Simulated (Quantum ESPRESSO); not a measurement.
A calculation with Quantum ESPRESSO 7.5 of TePb (ASE script, structure from a CIF):

File run.py:

```python
import numpy as np
from ase.calculators.espresso import Espresso, EspressoProfile
import spglib
from ase import Atoms
from ase.io import read

atoms = read('TePb.cif')
cell, pos, num = spglib.standardize_cell((atoms.cell[:], atoms.get_scaled_positions(), atoms.numbers), to_primitive=True, symprec=1e-4)
atoms = Atoms(numbers=num, cell=cell, scaled_positions=pos, pbc=True)

input_data = {
    'control': {'calculation': 'scf', 'prefix': 'pwscf', 'outdir': './tmp', 'tprnfor': True, 'tstress': True, 'disk_io': 'nowf'},
    'system': {'ecutwfc': 55.0, 'ecutrho': 440.0, 'nbnd': 16, 'occupations': 'smearing', 'smearing': 'fd', 'degauss': 0.00367493},
    'electrons': {'conv_thr': 4e-10, 'electron_maxstep': 120, 'mixing_beta': 0.5},
}
pseudopotentials = {'Pb': 'Pb.pbe-dn-kjpaw_psl.0.2.2.UPF', 'Te': 'Te_pbe_v1.uspp.F.UPF'}
profile = EspressoProfile(command='pw.x', pseudo_dir='pseudo')
dft = Espresso(profile=profile, input_data=input_data, pseudopotentials=pseudopotentials, kpts=(7, 7, 7), koffset=(0, 0, 0))
atoms.calc = dft

print(f'energy {atoms.get_potential_energy():.8f} eV')
print('forces (eV/A)')
print(np.round(atoms.get_forces(), 6))
print('stress (eV/A^3, Voigt)')
print(np.round(atoms.get_stress(), 8))
print(f'Fermi level {dft.get_fermi_level():.4f} eV')
```

TePb.cif

```cif
data_TePb
_cell_length_a 4.00228700
_cell_length_b 4.00228700
_cell_length_c 4.00228700
_cell_angle_alpha 90.00000000
_cell_angle_beta 90.00000000
_cell_angle_gamma 90.00000000
_space_group_name_H-M_alt 'Pm-3m'
_space_group_name_Hall '-P 4 2 3'
_space_group_IT_number 221
loop_
_space_group_symop_operation_xyz
'x,y,z'
'-x,-y,-z'
'-y,x,z'
'y,-x,-z'
'-x,-y,z'
'x,y,-z'
'y,-x,z'
'-y,x,-z'
'x,-y,-z'
'-x,y,z'
'-y,-x,-z'
'y,x,z'
'-x,y,-z'
'x,-y,z'
'y,x,-z'
'-y,-x,z'
'z,x,y'
'-z,-x,-y'
'z,-y,x'
'-z,y,-x'
'z,-x,-y'
'-z,x,y'
'z,y,-x'
'-z,-y,x'
'-z,x,-y'
'z,-x,y'
'-z,-y,-x'
'z,y,x'
'-z,-x,y'
'z,x,-y'
'-z,y,x'
'z,-y,-x'
'y,z,x'
'-y,-z,-x'
'x,z,-y'
'-x,-z,y'
'-y,z,-x'
'y,-z,x'
'-x,z,y'
'x,-z,-y'
'-y,-z,x'
'y,z,-x'
'-x,-z,-y'
'x,z,y'
'y,-z,-x'
'-y,z,x'
'x,-z,y'
'-x,z,-y'
loop_
_atom_site_label
_atom_site_type_symbol
_atom_site_symmetry_multiplicity
_atom_site_Wyckoff_symbol
_atom_site_fract_x
_atom_site_fract_y
_atom_site_fract_z
_atom_site_occupancy
Pb1 Pb 1 a 0.0000000000 0.0000000000 0.0000000000 1
Te1 Te 1 b 0.5000000000 0.5000000000 0.5000000000 1
```

Potentials or basis: SSSP 1.3 efficiency PBE.

Run with:

```bash
$ OMP_NUM_THREADS=1 python run.py
```

Measurements of this composition are mostly on another form, of space group No. 225.

Task: Write the same calculation in another form: native input, structure typed inline.

Result: As run:

File pw.in:

```
&CONTROL
  calculation = 'scf'
  prefix = 'pwscf'
  outdir = './tmp'
  pseudo_dir = './pseudo'
  tprnfor = .true.
  tstress = .true.
  disk_io = 'low'
/
&SYSTEM
  ibrav = 0
  nat = 2
  ntyp = 2
  ecutwfc = 55
  ecutrho = 440
  nbnd = 16
  occupations = 'smearing'
  smearing = 'fd'
  degauss = 0.00367493
/
&ELECTRONS
  conv_thr = 4d-10
  electron_maxstep = 120
  mixing_beta = 0.5
/
ATOMIC_SPECIES
Pb   207.2000 Pb.pbe-dn-kjpaw_psl.0.2.2.UPF
Te   127.6000 Te_pbe_v1.uspp.F.UPF
CELL_PARAMETERS angstrom
   4.0022870000    0.0000000000    0.0000000000
   0.0000000000    4.0022870000    0.0000000000
   0.0000000000    0.0000000000    4.0022870000
ATOMIC_POSITIONS crystal
Pb     0.0000000000    0.0000000000    0.0000000000
Te     0.5000000000    0.5000000000    0.5000000000
K_POINTS automatic
7 7 7 0 0 0
```

File pp_density.in:

```
&INPUTPP
  prefix = 'pwscf'
  outdir = './tmp'
  filplot = 'density.dat'
  plot_num = 0
/
&PLOT
  nfile = 1
  filepp(1) = 'density.dat'
  iflag = 3
  output_format = 6
  fileout = 'density.cube'
/
```

The input pp_potential.in:

```
&INPUTPP
  prefix = 'pwscf'
  outdir = './tmp'
  filplot = 'potential.dat'
  plot_num = 11
/
&PLOT
  nfile = 1
  filepp(1) = 'potential.dat'
  iflag = 3
  output_format = 6
  fileout = 'potential.cube'
/
```

Potentials or basis: SSSP 1.3 efficiency PBE.

Command:

```sh
$ OMP_NUM_THREADS=1 pw.x -in pw.in > pw.out
$ OMP_NUM_THREADS=1 pp.x -in pp_density.in > pp_density.out
$ OMP_NUM_THREADS=1 pp.x -in pp_potential.in > pp_potential.out
```

Both were run:

|  | ASE script, structure from a CIF | native input, structure typed inline |
| --- | --- | --- |
| Pressure | -0.1 GPa | -0.1 GPa |
| Band gap on the k mesh | none (metal or under the smearing width) | none (metal or under the smearing width) |

Keys that steer only the numerical path or the files written may differ.
